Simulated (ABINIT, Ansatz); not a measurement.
# Quasiparticle gap of RbBr (Fm-3m) in ABINIT, part 2 of 3

Aim: the G0W0 gap of RbBr (Fm-3m) on PBE, step by step.

ABINIT 10.8.3; PBE and many-body steps on it, plane waves. Known limits of the many-body steps: not at the basis limit; no spin-orbit coupling.

So far. Step 2 (Ground state): The gap is direct, at Γ.

The database entry behind the starting cell differs from later determinations by our own check (about 0.5 % short), so it need not match the best structure at ambient conditions.

## Step 3: Bands along the symmetry lines

Level of this step: DFT, PBE, plane waves, norm-conserving pseudopotentials (ABINIT).

The cheap functional maps the bands first; the places of the edges decide which points the dearer methods must see.

run.abi

```
acell 3*1.0 Angstrom
rprim 
  0.000000000000 3.427000000000 3.427000000000
  3.427000000000 0.000000000000 3.427000000000
  3.427000000000 3.427000000000 -0.000000000000
ntypat 2
znucl 37 35
natom 2
typat 1 2
xred 
  0.000000000000 0.000000000000 0.000000000000
  0.500000000000 0.500000000000 0.500000000000
pp_dirpath "pseudos"
pseudos "Rb.upf, Br.upf"
ecut 19
iscf -2
irdden 1
kptopt 0
nkpt 50
kpt 
  0.00000000 0.00000000 0.00000000
  0.06250000 0.00000000 0.06250000
  0.12500000 0.00000000 0.12500000
  0.18750000 0.00000000 0.18750000
  0.25000000 0.00000000 0.25000000
  0.31250000 0.00000000 0.31250000
  0.37500000 0.00000000 0.37500000
  0.43750000 0.00000000 0.43750000
  0.50000000 0.00000000 0.50000000
  0.51562500 0.03125000 0.51562500
  0.53125000 0.06250000 0.53125000
  0.54687500 0.09375000 0.54687500
  0.56250000 0.12500000 0.56250000
  0.57812500 0.15625000 0.57812500
  0.59375000 0.18750000 0.59375000
  0.60937500 0.21875000 0.60937500
  0.62500000 0.25000000 0.62500000
  0.37500000 0.37500000 0.75000000
  0.32812500 0.32812500 0.65625000
  0.28125000 0.28125000 0.56250000
  0.23437500 0.23437500 0.46875000
  0.18750000 0.18750000 0.37500000
  0.14062500 0.14062500 0.28125000
  0.09375000 0.09375000 0.18750000
  0.04687500 0.04687500 0.09375000
  0.00000000 0.00000000 0.00000000
  0.06250000 0.06250000 0.06250000
  0.12500000 0.12500000 0.12500000
  0.18750000 0.18750000 0.18750000
  0.25000000 0.25000000 0.25000000
  0.31250000 0.31250000 0.31250000
  0.37500000 0.37500000 0.37500000
  0.43750000 0.43750000 0.43750000
  0.50000000 0.50000000 0.50000000
  0.50000000 0.46875000 0.53125000
  0.50000000 0.43750000 0.56250000
  0.50000000 0.40625000 0.59375000
  0.50000000 0.37500000 0.62500000
  0.50000000 0.34375000 0.65625000
  0.50000000 0.31250000 0.68750000
  0.50000000 0.28125000 0.71875000
  0.50000000 0.25000000 0.75000000
  0.50000000 0.21875000 0.71875000
  0.50000000 0.18750000 0.68750000
  0.50000000 0.15625000 0.65625000
  0.50000000 0.12500000 0.62500000
  0.50000000 0.09375000 0.59375000
  0.50000000 0.06250000 0.56250000
  0.50000000 0.03125000 0.53125000
  0.50000000 0.00000000 0.50000000
istwfk *1
nband 15
nbdbuf 2
tolwfr 1e-08
nstep 40
prtwf 0
prtvol 0
indata_prefix "in"
outdata_prefix "out"
tmpdata_prefix "tmp"
```

On the command line:

```sh
$ OMP_NUM_THREADS=1 mpirun -n 4 abinit run.abi > log
```

Numbers of over 12 decimals in the logs are rounded to 6 here.

Output:

```text
.Version 10.8.3 of ABINIT. v10.8.2 released Aug 2026.

 Symmetries : space group Fm -3 m (#225); Bravais cF (face-center cubic)
[... echo of the input left out ...]
== DATASET  1 ==================================================================
-   mpi_nproc: 4, omp_nthreads: 1 (-1 if OMP is not activated)

--- !DatasetInfo
iteration_state: {dtset: 1, }
dimensions: {natom: 2, nkpt: 50, mband: 15, nsppol: 1, nspinor: 1, nspden: 1, mpw: 2180, }
cutoff_energies: {ecut:  19.0, pawecutdg:  -1.0, }
electrons: {nelect:   1.60000000E+01, charge:   0.00000000E+00, occopt:   1.00000000E+00, tsmear:   1.00000000E-02, }

 Real(R)+Recip(G) space primitive vectors, cartesian coordinates (Bohr,Bohr^-1):
 R(1)=  0.0000000  6.4760914  6.4760914  G(1)= -0.0772071  0.0772071  0.0772071
 R(2)=  6.4760914  0.0000000  6.4760914  G(2)=  0.0772071 -0.0772071  0.0772071
 R(3)=  6.4760914  6.4760914  0.0000000  G(3)=  0.0772071  0.0772071 -0.0772071
 Unit cell volume ucvol=  5.4321144E+02 bohr^3
 Angles (23,13,12)=  6.00000000E+01  6.00000000E+01  6.00000000E+01 degrees

 getcut: wavevector=  0.0000  0.0000  0.0000  ngfft=  36  36  36
         ecut(hartree)=     19.000   => boxcut(ratio)=   2.00324

--- Pseudopotential description ------------------------------------------------
- Rb Generated using ONCVPSP code by D. R. Hamann
- 37.00000   9.00000  171031                  znucl, zion, pspdat
12 -101130 2 -1 2308                          pspcod,pspxc,lmax,lloc,mmax
     nproj     2     2     2
  pspatm : epsatm=   34.45470878
         --- l  ekb(1:nproj) -->
             0    8.246201   -0.469081
             1    3.243116   -0.369397
             2   -1.026759    0.985281
 pspatm: atomic psp has been read  and splines computed

- Br Generated using ONCVPSP code by D. R. Hamann
- 35.00000   7.00000  171031                  znucl, zion, pspdat
12 -101130 2 -1 1098                          pspcod,pspxc,lmax,lloc,mmax
     nproj     2     2     2
  pspatm : epsatm=   11.64859065
         --- l  ekb(1:nproj) -->
[...]
pspatm: atomic psp has been read  and splines computed

--------------------------------------------------------------------------------

================================================================================
 prteigrs : about to open file out_EIG
 Non-SCF case, kpt    1 (  0.00000  0.00000  0.00000), residuals and eigenvalues=
  1.84E-09  3.21E-09  1.82E-09  5.89E-09  4.90E-09  1.92E-09  1.94E-09  3.79E-09
  8.28E-09  7.50E-09  9.35E-10  2.63E-09  1.12E-09  5.88E-09  1.02E-08
 -9.3590E-01 -4.8605E-01 -3.5047E-01 -3.5047E-01 -3.5047E-01 -3.8280E-02
 -3.8280E-02 -3.8280E-02  1.2208E-01  2.2944E-01  2.2944E-01  2.2944E-01
[...]
Non-SCF case, kpt    2 (  0.06250  0.00000  0.06250), residuals and eigenvalues=
  1.74E-09  1.78E-09  1.71E-09  5.78E-09  1.33E-09  5.87E-09  1.38E-09  5.68E-09
[...]
4.97E-09  6.57E-09  3.75E-09  3.05E-09  5.90E-09  9.64E-09  1.44E-09  6.43E-09
  4.56E-09  1.43E-09  1.55E-09  6.12E-09  9.22E-09  9.10E-09  9.82E-06
[...]
Non-SCF case, kpt   49 (  0.50000  0.03125  0.53125), residuals and eigenvalues=
[...]
Non-SCF case, kpt   50 (  0.50000  0.00000  0.50000), residuals and eigenvalues=
[...]
-9.3547E-01 -4.8409E-01 -3.5718E-01 -3.5312E-01 -3.5312E-01 -5.5652E-02
 -4.4118E-02 -4.4118E-02  1.6807E-01  2.2384E-01  2.9994E-01  3.0018E-01
[...]
--- !ResultsGS
iteration_state: {dtset: 1, }
comment   : Summary of ground state results
lattice_vectors:
- [  0.0000000,   6.4760914,   6.4760914, ]
- [  6.4760914,   0.0000000,   6.4760914, ]
- [  6.4760914,   6.4760914,  -0.0000000, ]
lattice_lengths: [   9.15858,    9.15858,    9.15858, ]
lattice_angles: [ 60.000,  60.000,  60.000, ] # degrees, (23, 13, 12)
lattice_volume:   5.4321144E+02
convergence: {deltae:  0.000E+00, res2:  0.000E+00, residm:  9.895E-09, diffor:  0.000E+00, }
etotal    :  -4.29380900E+01
entropy   :   0.00000000E+00
fermie    :  -3.82805169E-02
cartesian_stress_tensor: null
pressure_GPa: null
xred      :
- [  0.0000E+00,   0.0000E+00,   0.0000E+00, Rb]
- [  5.0000E-01,   5.0000E-01,   5.0000E-01, Br]
cartesian_forces: null
force_length_stats: {min: null, max: null, mean: null, }

 Integrated electronic density in atomic spheres:
 ------------------------------------------------
 Atom  Sphere_radius  Integrated_density
[...]
================================================================================

 ----iterations are completed or convergence reached----

 Mean square residual over all n,k,spin=   46.489E-10; max=  98.950E-10
 reduced coordinates (array xred) for    2 atoms
       0.000000000000      0.000000000000      0.000000000000
       0.500000000000      0.500000000000      0.500000000000

 cartesian coordinates (angstrom) at end:
    1      0.000000     0.000000     0.000000
    2      3.427000     3.427000     3.427000
 length scales=  1.889726125908  1.889726125908  1.889726125908 bohr
              =  1.000000000000  1.000000000000  1.000000000000 angstroms
 prteigrs : about to open file out_EIG
 Eigenvalues (hartree) for nkpt=  50  k points:
 kpt#   1, nband= 15, wtk=  1.00000, kpt=  0.0000  0.0000  0.0000 (reduced coord)
[...]
kpt#   2, nband= 15, wtk=  1.00000, kpt=  0.0625  0.0000  0.0625 (reduced coord)
[...]
kpt#   3, nband= 15, wtk=  1.00000, kpt=  0.1250  0.0000  0.1250 (reduced coord)
[...]
kpt#  49, nband= 15, wtk=  1.00000, kpt=  0.5000  0.0313  0.5313 (reduced coord)
  -0.93547   -0.48413   -0.35714   -0.35316   -0.35299   -0.05558   -0.04460   -0.04428
   0.16902    0.22510    0.29774    0.30111    0.30793    0.35988    0.36087
 kpt#  50, nband= 15, wtk=  1.00000, kpt=  0.5000  0.0000  0.5000 (reduced coord)
  -0.93547   -0.48409   -0.35718   -0.35312   -0.35312   -0.05565   -0.04412   -0.04412
   0.16807    0.22384    0.29994    0.30018    0.30871    0.35982    0.35982

== END DATASET(S) ==============================================================
================================================================================

 -outvars: echo values of variables after computation  --------
            nband          15
             nkpt          50
          spgroup         225
 [... the other variables as echoed above ...]

 Calculation completed.
```

Run time: 8.7 s. Hardware: 4 MPI ranks of Arm Neoverse V1, shared host; peak memory 0.26 GiB.

Numbers from this step:

| Property | Result |
| --- | --- |
| gap | 4.364 eV |
| k of the valence top | 0, 0, 0 |
| k of the conduction bottom | 0, 0, 0 |
| least direct gap | 4.364 eV |

The gap is 4.364 eV, as in the run before at this level.

The electronic bands at the labelled points (eV, zero at the top of the highest filled band; v1 is the highest filled band, c1 the lowest empty one):

| point | v4 | v3 | v2 | v1 | c1 | c2 | c3 | c4 |
| --- | --- | --- | --- | --- | --- | --- | --- | --- |
| Γ | -8.50 | 0.00 | 0.00 | 0.00 | 4.36 | 7.29 | 7.29 | 7.29 |
| halfway | -8.49 | -0.60 | -0.10 | -0.10 | 5.72 | 6.25 | 8.62 | 8.76 |
| X | -8.57 | -0.47 | -0.16 | -0.16 | 5.62 | 7.13 | 9.20 | 9.21 |
| halfway | -8.56 | -0.46 | -0.26 | -0.19 | 5.82 | 7.40 | 8.82 | 9.28 |
| U | -8.53 | -0.49 | -0.41 | -0.26 | 6.35 | 8.13 | 8.16 | 8.86 |
| jump to K | -8.53 | -0.49 | -0.41 | -0.26 | 6.35 | 8.13 | 8.16 | 8.86 |
| halfway | -8.46 | -0.67 | -0.28 | -0.15 | 6.03 | 6.98 | 8.06 | 8.80 |
| Γ | -8.50 | 0.00 | 0.00 | 0.00 | 4.36 | 7.29 | 7.29 | 7.29 |
| halfway | -8.47 | -0.56 | -0.18 | -0.18 | 5.63 | 7.15 | 8.01 | 8.01 |
| L | -8.45 | -0.99 | -0.35 | -0.35 | 6.82 | 7.72 | 9.49 | 9.49 |
| halfway | -8.48 | -0.76 | -0.35 | -0.33 | 6.98 | 7.42 | 8.88 | 9.00 |
| W | -8.48 | -0.49 | -0.35 | -0.35 | 7.09 | 7.09 | 8.27 | 8.62 |
| halfway | -8.52 | -0.44 | -0.33 | -0.22 | 6.02 | 7.60 | 8.43 | 9.14 |
| X | -8.57 | -0.47 | -0.16 | -0.16 | 5.62 | 7.13 | 9.20 | 9.21 |

The electronic bands as a text plot (rows in eV, shown from -8.0 to 8.2 only):

```
    7.8 |+ +++          ++++    +++++ ++   ++   ++++++      ++
    7.2 |++++      +++++    ++++++++++++++++++++  ++++++++++  +++
    6.5 |    ++++++      +++  ++               +++         ++
    5.8 |     +++++++++++       +           +++              ++++
    5.1 |  +++                   ++++      +
    4.5 |++                          ++++++
    3.8 |
    3.1 |
    2.4 |
    1.8 |
    1.1 |
    0.4 |
   -0.2 |********************************************************
   -0.9 |     ****         ******            ***********
   -1.6 |
   -2.3 |
   -2.9 |
   -3.6 |
   -4.3 |
   -5.0 |
   -5.6 |
   -6.3 |
   -7.0 |
   -7.7 |
         Γ           X  U|K            Γ         L        W     X
```

## Step 4: Empty states on the mesh, 4×4×4 mesh, 1478 bands

The sums over transitions need many empty states on a uniform mesh; this step solves for them.

run.abi

```
acell 3*1.0 Angstrom
rprim 
  0.000000000000 3.427000000000 3.427000000000
  3.427000000000 0.000000000000 3.427000000000
  3.427000000000 3.427000000000 -0.000000000000
ntypat 2
znucl 37 35
natom 2
typat 1 2
xred 
  0.000000000000 0.000000000000 0.000000000000
  0.500000000000 0.500000000000 0.500000000000
pp_dirpath "pseudos"
pseudos "Rb.upf, Br.upf"
ecut 19
ngkpt 4 4 4
nshiftk 1
shiftk 0 0 0
kptopt 1
chksymbreak 0
irdden 1
istwfk *1
nband 1478
prtvol 0
optdriver 6
gwr_task "HDIAGO"
paral_kgb 0
occopt 1
indata_prefix "in"
outdata_prefix "out"
tmpdata_prefix "tmp"
```

Output:

```text
[banner, memory and clock lines left out]
.Version 10.8.3 of ABINIT. v10.8.2 released Aug 2026.

 Symmetries : space group Fm -3 m (#225); Bravais cF (face-center cubic)
[... echo of the input left out ...]
== DATASET  1 ==================================================================
-   mpi_nproc: 4, omp_nthreads: 1 (-1 if OMP is not activated)

--- !DatasetInfo
iteration_state: {dtset: 1, }
dimensions: {natom: 2, nkpt: 8, mband: 1478, nsppol: 1, nspinor: 1, nspden: 1, mpw: 2180, }
cutoff_energies: {ecut:  19.0, pawecutdg:  -1.0, }
electrons: {nelect:   1.60000000E+01, charge:   0.00000000E+00, occopt:   1.00000000E+00, tsmear:   1.00000000E-02, }

.Using double precision arithmetic; gwpc =  8

- Reading GS density from: in_DEN

--- Pseudopotential description ------------------------------------------------
- Rb Generated using ONCVPSP code by D. R. Hamann
- 37.00000   9.00000  171031                  znucl, zion, pspdat
12 -101130 2 -1 2308                          pspcod,pspxc,lmax,lloc,mmax
     nproj     2     2     2
  pspatm : epsatm=   34.45470878
         --- l  ekb(1:nproj) -->
             0    8.246201   -0.469081
             1    3.243116   -0.369397
             2   -1.026759    0.985281
 pspatm: atomic psp has been read  and splines computed

- Br Generated using ONCVPSP code by D. R. Hamann
- 35.00000   7.00000  171031                  znucl, zion, pspdat
12 -101130 2 -1 1098                          pspcod,pspxc,lmax,lloc,mmax
     nproj     2     2     2
  pspatm : epsatm=   11.64859065
         --- l  ekb(1:nproj) -->
             0    8.455549    0.878460
             1    5.292495    0.880691
             2    2.589748    0.385882
 pspatm: atomic psp has been read  and splines computed

   7.37652791E+02                                ecore*ucvol(ha*bohr**3)

 Total charge density [el/Bohr^3]
)     Maximum=    3.1531E-01  at reduced coord.    0.1111    0.8889    0.9722
)     Minimum=    6.3750E-04  at reduced coord.    0.2500    0.2500    0.2500
   Integrated=    1.6000E+01

 === KS gaps after direct diagonalization ===
 Direct band gap semiconductor
 Fundamental gap:     4.364 (eV)
   VBM:    -1.042 (eV) at k: [ 0.0000E+00,  0.0000E+00,  0.0000E+00]
   CBM:     3.322 (eV) at k: [ 0.0000E+00,  0.0000E+00,  0.0000E+00]
 Direct gap:         4.364 (eV) at k: [ 0.0000E+00,  0.0000E+00,  0.0000E+00]

== END DATASET(S) ==============================================================

 -outvars: echo values of variables after computation  --------
           etotal      0.0000000000E+00
            nband        1478
             nkpt           8
          spgroup         225
 [... the other variables as echoed above ...]

 Calculation completed.
```

Elapsed: 27 s, on 4 MPI ranks; peak memory 1.4 GiB.

Numbers from this step:

| Property | Result |
| --- | --- |
| gap | 4.364 eV |
| k of the valence top | 0, 0, 0 |
| k of the conduction bottom | 0, 0, 0 |
| least direct gap | 4.364 eV |
| k points computed | 8 |
| lowest point of the top converged band, above the valence top | 394.4428 eV |

On this mesh the gap is 4.364 eV.

## Step 5: Screening, 4×4×4 mesh, 604 bands, screening to 283 eV

The RPA dielectric matrix is built and inverted for each q.

This step: RPA screening on PBE, plane waves, norm-conserving pseudopotentials.

Edit run.abi of step 4 so:

```diff
@@ -20,10 +20,11 @@
 chksymbreak 0
-irdden 1
 istwfk *1
-nband 1478
-prtvol 0
-optdriver 6
-gwr_task "HDIAGO"
-paral_kgb 0
 occopt 1
+irdwfk 1
+optdriver 3
+nband 604
+ecuteps 10.4
+inclvkb 2
+awtr 1
+symchi 1
 indata_prefix "in"
```

Output:

```text
.Version 10.8.3 of ABINIT. v10.8.2 released Aug 2026.

 Symmetries : space group Fm -3 m (#225); Bravais cF (face-center cubic)
[... echo of the input left out ...]
== DATASET  1 ==================================================================
-   mpi_nproc: 4, omp_nthreads: 1 (-1 if OMP is not activated)

--- !DatasetInfo
iteration_state: {dtset: 1, }
dimensions: {natom: 2, nkpt: 8, mband: 604, nsppol: 1, nspinor: 1, nspden: 1, mpw: 2180, }
cutoff_energies: {ecut:  19.0, pawecutdg:  -1.0, }
electrons: {nelect:   1.60000000E+01, charge:   0.00000000E+00, occopt:   1.00000000E+00, tsmear:   1.00000000E-02, }

 SCREENING: Calculation of the susceptibility and dielectric matrices

 Based on a program developped by R.W. Godby, V. Olevano, G. Onida, and L. Reining.
 Incorporated in ABINIT by V. Olevano, G.-M. Rignanese, and M. Torrent.
.Using double precision arithmetic ; gwpc =  8

[... cell and pseudopotentials left out ...]
--------------------------------------------------------------------------------

 ==== K-mesh for the wavefunctions ====
 Number of points in the irreducible wedge :     8
[... list of points left out ...]
 Together with 48 symmetry operations and time-reversal symmetry
 yields    64 points in the full Brillouin Zone.

 ==== Q-mesh for the screening function ====
 Number of points in the irreducible wedge :     8
[... list of points left out ...]
 Together with 48 symmetry operations and time-reversal symmetry
 yields    64 points in the full Brillouin Zone.

 setmesh: FFT mesh size selected  =    32x   32x   32
          total number of points  =        32768

 vcoul_init : cutoff-mode = AUXILIARY_FUNCTION
 q-points for optical limit:   1
     1)      0.000010    0.000020    0.000030

- screening: taking advantage of time-reversal symmetry
- Maximum band index for partially occupied states nbvw = 8
- Remaining bands to be divided among processors   nbcw = 596
- Number of bands treated by each node ~149

 Number of electrons calculated from density =   16.0000; Expected =   16.0000
 average of density, n =  0.029454
 r_s =    2.0087
 omega_plasma =   16.5551 [eV]

 calculating chi0 at frequencies [eV] :
  1    0.000000E+00    0.000000E+00
  2    0.000000E+00    1.655507E+01

--------------------------------------------------------------------------------
  q-point number  1        q = ( 0.000000, 0.000000, 0.000000) [r.l.u.]
--------------------------------------------------------------------------------
[... chi0 elements left out ...]
 For q-point:  0.000010 0.000020 0.000030
  dielectric constant =   2.3653
  dielectric constant without local fields =   2.8438

  Average fulfillment of the sum rule on Im[epsilon] for q-point    1 :     99.29  [%]
[... wings left out ...]
  q-point number  2        q = ( 0.250000, 0.000000, 0.000000) [r.l.u.]
--------------------------------------------------------------------------------
[... chi0 elements left out ...]
  Average fulfillment of the sum rule on Im[epsilon] for q-point    2 :    100.95  [%]

 [... 6 further q-points ...]
```

Run time: 9.1 min. Hardware: 4 MPI ranks; peak memory 3.3 GiB; 36 min of CPU time.

This step gave:

- ε∞ with local fields, on this mesh, along the program's q direction: 2.365
- the same without local fields: 2.844
- plasma frequency: 16.56 eV
- plane waves in the screening matrix: 893

Local fields lower ε∞ by 17 %.

(Part 2 of 3 ends here.)

[Paths, hosts, dates, memory and timing lines, banners, echoed tables and standing remarks are left out of the program output.]

[Logs are printed without paths, hosts, clocks, repeated set-up lines and the standing remarks that a program may print on its own settings, such as how far it seeks lower states.]

[Runs of the session that timed out or met a known fault of the program may be left out.]

[Hosts, paths, dates, database ids (printed as entryN), source tags and the programs' standing remarks are cut or masked in the printed files.]

[G0W0 gaps are taken among the corrected bands and points alone; a level outside them can change the order at an edge.]

[Where Ansatz stands beside ABINIT at settings called matched, ABINIT's density can come from a denser mesh and the files from another edition; pairs whose starting gaps differed by over 0.03 eV were left out, so agreement reads better than it is.]
